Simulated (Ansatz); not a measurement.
# AlFe3 (Fm-3m): magnetic orders compared

One table from this session's results is given with a row withheld; the runs are named, their logs left out.

Program: Ansatz 0.2.0. Level of theory: DFT r²SCAN, scalar-relativistic, plane waves, PAW. These are calculated values, not measurements.

### The system as given

It takes space group Fm-3m (No. 225, cubic). The conventional cell has a = 5.780 Å, b = 5.780 Å, c = 5.780 Å, α = 90.00°, β = 90.00°, γ = 90.00°. Al (site symmetry m-3m) has 8 Fe at 2.50 Å as nearest neighbours. Fe (site symmetry m-3m) is surrounded by 8 Fe at 2.50 Å. Fe (site symmetry -43m) is surrounded by 4 Al at 2.50 Å and 4 Fe at 2.50 Å.

Structure file:

```
Al Fe
1.0
     0.00000    2.89012    2.89012
     2.89012    0.00000    2.89012
     2.89012    2.89012    0.00000
Al Fe
1 3
Direct
  0.00000 0.00000 0.00000
  0.50000 0.50000 0.50000
  0.25000 0.25000 0.25000
  0.75000 0.75000 0.75000
```

This cell comes from an earlier session at r²SCAN: 12.070 Å³/atom at -0.02 GPa, on a 12×12×12 mesh.

The first run:

File input.yaml:

```yaml
crystal:
  lattice:
    - [0.0, 2.8901196556, 2.8901196556]
    - [2.8901196556, 0.0, 2.8901196556]
    - [2.8901196556, 2.8901196556, 0.0]
  atoms:
    - { symbol: Al, position: [0.0, 0.0, 0.0] }
    - { symbol: Fe, position: [0.5, 0.5, 0.5], spin: 2.5 }
    - { symbol: Fe, position: [0.25, 0.25, 0.25], spin: -2.5 }
    - { symbol: Fe, position: [0.75, 0.75, 0.75], spin: -2.5 }
basis:
  ecutwfc: 500
  ecutrho_ratio: 4
kpoints:
  mp_grid: { grid: [12, 12, 12] }
hamiltonian:
  xc: r2scan
scf:
  occupations: { method: gaussian, width: 0.05 }
  lower_state_search: "off"
output:
  forces: true
  stress: true
  eigenvalues: true
  populations: true
magnetization:
  spin_polarized: true
```

Run with:

```bash
ansatz run input.yaml --threads 4 --pin off --max-ram 10240MiB --backend cpu --events-out ev --progress --plain --runs-dir out
```

Steps of the session up to this table: Ferrimagnetic, in the cell as typed; Ferromagnetic, larger cell; Antiferromagnetic, propagation vector (1/2, 1/2, -1/2); Antiferromagnetic, propagation vector (1, 0, 0); No spin polarisation.

One table of the session follows, with a row left open; its other results are not shown here.

```
                                                     order  above the lowest (meV/atom)  largest moment (μB)  pressure (GPa)
                                             ferromagnetic                            ?                    ?               ?
                       ferrimagnetic, in the cell as typed                        348.5                 2.50             1.6
antiferromagnetic, propagation vector (1/2, 1/2, -1/2) (1)                        310.6                 2.66            -3.9
antiferromagnetic, propagation vector (1/2, 1/2, -1/2) (2)                         98.1                 2.68            -1.3
       antiferromagnetic, propagation vector (1, 0, 0) (1)                        179.5                 2.64            -0.3
       antiferromagnetic, propagation vector (1, 0, 0) (2)                        123.9                 2.58             0.4
                                      no spin polarisation                        681.7                 0.00           -21.8
```

Q: Estimate the row for ferromagnetic from the others.

**Answer.** above the lowest (meV/atom): 0.0; largest moment (μB): 2.63; pressure (GPa): 0.0. In the column «above the lowest (meV/atom)» it is the lowest.

The first row is the run of the earlier session that started with parallel moments (-3499.6631 eV/atom).

Caveats from the session: Only these orders were tried, at zero temperature; the one found in experiment may not be among them. Warnings in the runs' records: stability check not made.
